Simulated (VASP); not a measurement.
# Al2Pt (Fm-3m) in VASP: a series of runs, part 2 of 2

VASP 6.6.1. The steps go on from the part before.

## (3) Relaxation of cell and atoms, PBE+D3(BJ)

INCAR reads:

```
SYSTEM = Al2Pt
  ALGO = Normal
  EDIFF = 1E-7
  EDIFFG = -0.005
  ENCUT = 600
  GGA = PE
  IBRION = 2
  ISIF = 3
  ISMEAR = -1
  IVDW = 12
  LASPH = .True.
  LCHARG = .False.
  LREAL = .False.
  LWAVE = .False.
  NELM = 100
  NSW = 40
  PREC = Accurate
  SIGMA = 0.05
```

KPOINTS reads:

```
k-points
0
Gamma
  8 8 8
  0 0 0
```

POSCAR reads:

```
Al2Pt
1.0
    0.0000000000      2.9550000000      2.9550000000
    2.9550000000      0.0000000000      2.9550000000
    2.9550000000      2.9550000000      0.0000000000
Pt Al
1 2
Direct
    0.0000000000      0.0000000000      0.0000000000
    0.7500000000      0.7500000000      0.7500000000
    0.2500000000      0.2500000000      0.2500000000
```

Potentials or basis: VASP PAW PBE potentials, release 64 (Pt, Al).

Command:

```sh
> cat potpaw_PBE.64/Pt/POTCAR potpaw_PBE.64/Al/POTCAR > POTCAR
> mpirun -np 1 vasp_std > vasp.out
```

OUTCAR:

```text
SYSTEM = Al2Pt
   EDIFF = 1E-7
   EDIFFG = -0.005
   ENCUT = 600
   GGA = PE
   IBRION = 2
   ISIF = 3
   ISMEAR = -1
   IVDW = 12
   LASPH = .True.
   LREAL = .False.
   NELM = 100
   NSW = 40
   PREC = Accurate
 IVDW          = 12

 ion  position               nearest neighbor table
   1  0.000  0.000  0.000-   2 2.56   2 2.56   2 2.56   2 2.56   3 2.56   3 2.56   3 2.56   3 2.56

   2  0.750  0.750  0.750-   1 2.56   1 2.56   1 2.56   1 2.56   3 2.96   3 2.96   3 2.96   3 2.96
                             3 2.96   3 2.96
   3  0.250  0.250  0.250-   1 2.56   1 2.56   1 2.56   1 2.56   2 2.96   2 2.96   2 2.96   2 2.96
                             2 2.96   2 2.96

  LATTYP: Found a face centered cubic cell.
 ALAT       =     5.9100000000

  Lattice vectors:

 A1 = (   0.0000000000,   2.9550000000,   2.9550000000)
 A2 = (   2.9550000000,   0.0000000000,   2.9550000000)
 A3 = (   2.9550000000,   2.9550000000,   0.0000000000)

Analysis of symmetry for initial positions (statically):
=====================================================================
 Subroutine PRICEL returns:
 Original cell was already a primitive cell.

 Routine SETGRP: Setting up the symmetry group for a
 face centered cubic supercell.

 Subroutine GETGRP returns: Found 48 space group operations
 (whereof 48 operations were pure point group operations)
 out of a pool of 48 trial point group operations.

[... 163 lines left out ...]
  ---------------------------------------------------
  free energy    TOTEN  =       -16.23849808 eV

  energy without entropy =      -16.22595504  energy(sigma->0) =      -16.23222656

------------------------ aborting loop because EDIFF is reached ----------------------------------------

 Edisp (eV)   -1.28345

 E8    (eV) :    -0.5837
[... 73 lines left out ...]
--------------------------------------- Ionic step        3  -------------------------------------------

 number of electron      16.0000000 magnetization

 Free energy of the ion-electron system (eV)
  ---------------------------------------------------
  ext. energy  EPLUGINS =         0.00000000
  ---------------------------------------------------
  free energy    TOTEN  =       -16.22401709 eV

  energy without entropy =      -16.21163825  energy(sigma->0) =      -16.21782767

 E-fermi :   8.0340     XC(G=0): -10.7616

 val. band max:        7.9661569237   @ k =   0.3750   0.2500   0.0000
 cond. band min:       8.0622583351   @ k =  -0.3750   0.1250   0.0000
 fundamental gap:      0.0961014114
 Fermi energy:         8.0340027914

 k-point     1 :       0.0000    0.0000    0.0000
  band No.  band energies     occupation
      1      -2.2643      2.00000
      2       2.9376      2.00000
      3       2.9376      2.00000
      4       2.9376      2.00000
      5       4.3099      2.00000
      6       4.3099      2.00000
      7      11.1202      0.00000
      8      11.8948      0.00000
      9      11.8948      0.00000
     10      11.8948      0.00000
     11      13.5497      0.00000
     12      13.5497      0.00000
[... 331 lines left out ...]
 k-point    24 :      -0.3750    0.2500    0.1250
  band No.  band energies     occupation
      1       0.6896      2.00000
      2       1.9315      2.00000
      3       3.0962      2.00000
      4       3.5982      2.00000
      5       3.8658      2.00000
      6       4.5193      2.00000
      7       4.7878      2.00000
      8       7.0836      2.00000
      9       8.1844      0.09421
     10      11.9598      0.00000
     11      13.3316      0.00000
     12      14.9692      0.00000

 [... further k-points ...]

------------------------ aborting loop because EDIFF is reached ----------------------------------------

 Edisp (eV)   -1.30204

 E8    (eV) :    -0.5923
[... 26 lines left out ...]
  FREE ENERGIE OF THE ION-ELECTRON SYSTEM (eV)
  ---------------------------------------------------
  free  energy   TOTEN  =       -17.5260600668 eV

  energy  without entropy=      -17.5136812291  energy(sigma->0) =      -17.51987065

 reached required accuracy - stopping structural energy minimisation
```

OSZICAR:

```text
N       E                     dE             d eps       ncg     rms          rms(c)
DAV:   1     0.580176611528E+02    0.58018E+02   -0.73435E+03   696   0.128E+03
DAV:   2    -0.144273289580E+02   -0.72445E+02   -0.65301E+02   820   0.201E+02
DAV:   3    -0.167845526669E+02   -0.23572E+01   -0.23131E+01   856   0.349E+01
[... 25 lines left out ...]
DAV:   3    -0.162242696685E+02    0.18134E-02   -0.77770E-03   740   0.956E-01    0.119E-01
DAV:   4    -0.162240226338E+02    0.24703E-03   -0.83305E-04   748   0.169E-01    0.366E-02
DAV:   5    -0.162240188349E+02    0.37990E-05   -0.13326E-04   772   0.118E-01    0.233E-02
DAV:   6    -0.162240171074E+02    0.17274E-05   -0.19519E-05   792   0.436E-02    0.408E-03
DAV:   7    -0.162240170903E+02    0.17175E-07   -0.39908E-07   780   0.499E-03
   3 F= -.17526060E+02 E0= -.17519871E+02  d E =-.411540E-02
```

CONTCAR:

```text
Al2Pt
   1.00000000000000
     0.0000000000000000    2.9416029331644209    2.9416029331644209
     2.9416029331644209    0.0000000000000000    2.9416029331644209
     2.9416029331644209    2.9416029331644209   -0.0000000000000000
  Pt              Al
     1     2
Direct
     0.0000000000000000    0.0000000000000000    0.0000000000000000
     0.7500000000000000    0.7500000000000000    0.7500000000000000
     0.2500000000000000    0.2500000000000000    0.2500000000000000

  0.00000000E+00  0.00000000E+00  0.00000000E+00
  0.00000000E+00  0.00000000E+00  0.00000000E+00
  0.00000000E+00  0.00000000E+00  0.00000000E+00
```

It took 49 s on 1 thread of Intel Xeon Platinum 8488C (Sapphire Rapids), shared host; peak memory 0.23 GiB.

What came out:

- Free energy: -17.5261 eV
- Relaxed volume: 16.97 Å³/atom
- Relaxed cell: a = 4.160 Å, b = 4.160 Å, c = 4.160 Å, α = 60.00°, β = 60.00°, γ = 60.00°
- Space group after relaxing (to 0.05 Å): Fm-3m (No. 225)
- Energy gained by relaxing: 1.4 meV/atom
- Ionic steps: 3
- Pressure after relaxing: 0.0 GPa
- Band gap on the k mesh: none (metal or under the smearing width)
- Dispersion energy per atom: -0.434 eV

Step by step:
| step | energy change (eV) | largest force (eV/Å) | pressure (GPa) | volume (Å³) |
| --- | --- | --- | --- | --- |
| 1 | 0.0000 | 0.0000 | -1.85 | 51.61 |
| 2 | 0.0012 | 0.0000 | 2.23 | 50.13 |
| 3 | -0.0041 | 0.0000 | -0.01 | 50.91 |

Final structure:
```
Pt Al
1.0
     0.00000    2.94160    2.94160
     2.94160    0.00000    2.94160
     2.94160    2.94160    0.00000
Pt Al
1 2
Direct
  0.00000 0.00000 0.00000
  0.75000 0.75000 0.75000
  0.25000 0.25000 0.25000
```

Levels at points of the mesh, in eV from the Fermi level:
```tsv
k point	band 4	band 5	band 6	band 7	band 8	band 9	band 10	band 11	band 12
(0.00, 0.00, 0.00)	-5.10	-3.72	-3.72	3.09	3.86	3.86	3.86	5.52	5.52
(0.50, 0.00, 0.00)	-4.77	-3.72	-3.49	-3.49	1.04	1.04	3.83	5.24	5.24
(0.50, 0.50, 0.00)	-3.80	-3.80	-3.43	-3.21	-1.60	-1.60	3.27	3.43	8.10
```

Caveat: pairwise dispersion overbinds metals, which lowers pressure and volume.

## (4) Relaxation of cell and atoms, r2SCAN

INCAR reads:

```
SYSTEM = Al2Pt
ALGO = Normal
EDIFF = 1E-6
EDIFFG = -0.02
ENCUT = 600
IBRION = 2
ISIF = 3
ISMEAR = -1
LASPH = .TRUE.
LCHARG = .FALSE.
LMIXTAU = .TRUE.
LREAL = .FALSE.
LWAVE = .FALSE.
METAGGA = R2SCAN
NELM = 80
NSW = 60
PREC = Accurate
SIGMA = 0.05
```

KPOINTS reads:

```
k-points
0
G
  8 8 8
  0 0 0
```

POSCAR is that of step 3.

Command:

```sh
> cat potpaw_PBE.64/Pt/POTCAR potpaw_PBE.64/Al/POTCAR > POTCAR
> mpirun -np 1 vasp_std > vasp.out
```

Run time: 2.1 min. Hardware: 1 thread of Intel Xeon Platinum 8488C (Sapphire Rapids), shared host; peak memory 0.24 GiB.

Results (log left out):

```
Free energy                            : -67.8962 eV
Relaxed volume                         : 17.12 Å³/atom
Relaxed cell                           : a = 4.172 Å, b = 4.172 Å, c = 4.172 Å, α = 60.00°, β = 60.00°, γ = 60.00°
Space group after relaxing (to 0.05 Å) : Fm-3m (No. 225)
Energy gained by relaxing              : 0.2 meV/atom
Ionic steps                            : 3
Pressure after relaxing                : 0.1 GPa
Band gap on the k mesh                 : none (metal or under the smearing width)
```

The path:
| step | energy change (eV) | largest force (eV/Å) | pressure (GPa) | volume (Å³) |
| --- | --- | --- | --- | --- |
| 1 | 0.0000 | 0.0000 | -0.63 | 51.61 |
| 2 | 0.0001 | 0.0000 | 0.77 | 51.10 |
| 3 | -0.0005 | 0.0000 | 0.06 | 51.36 |

Final structure:
```xyz
3
Lattice="0.0000 2.9502 2.9502 2.9502 0.0000 2.9502 2.9502 2.9502 0.0000" Properties=species:S:1:pos:R:3 pbc="T T T"
Pt    0.0000    0.0000    0.0000
Al    4.4254    4.4254    4.4254
Al    1.4751    1.4751    1.4751
```

Levels at points of the mesh, in eV from the Fermi level:
```tsv
k point	band 4	band 5	band 6	band 7	band 8	band 9	band 10	band 11	band 12
(0.00, 0.00, 0.00)	-5.32	-3.90	-3.90	3.73	4.00	4.00	4.00	5.83	5.83
(0.50, 0.00, 0.00)	-4.98	-3.89	-3.65	-3.65	1.06	1.06	4.36	5.58	5.58
(0.50, 0.50, 0.00)	-3.96	-3.96	-3.61	-3.36	-1.70	-1.70	3.61	3.76	8.49
```

Caveat: the PAW data sets were made with another functional, which shifts forces and pressure a little.

## (5) The reference run

An earlier run on the cell as given: functional PBEsol; potentials or basis VASP PAW PBE potentials, release 64 (Pt, Al); cutoff 520 eV; k mesh 8 × 8 × 8; occupations fermi-dirac, width 0.05 eV; no spin polarisation.

* Pressure: -1.0 GPa
* Band gap on the k mesh: none (metal or under the smearing width)

## (6) Summary

```csv
task,level,cell,cutoff (eV),ladder,gap on the mesh (eV),pressure (GPa),relaxed volume (Å³/atom)
relaxation of cell and atoms,PBEsol,relaxed,600,gaps,none,0.0,17.08
relaxation of cell and atoms,PBE+D3(BJ),relaxed,600,gaps,none,0.0,16.97
relaxation of cell and atoms,r2SCAN,relaxed,600,gaps,none,0.1,17.12
single point,PBEsol,as given,520,free,none,-1.0,-
```

Alike in all rows: potentials or basis VASP PAW PBE potentials, release 64 (Pt, Al); no spin polarisation; k mesh 8 × 8 × 8; smearing fermi-dirac 0.05 eV.

Caveats: the PAW data sets were made with another functional, which shifts forces and pressure a little (some runs); pairwise dispersion overbinds metals, which lowers pressure and volume (some runs).

Total energies depend on the potentials used, so only differences within one code and one set of settings carry meaning.
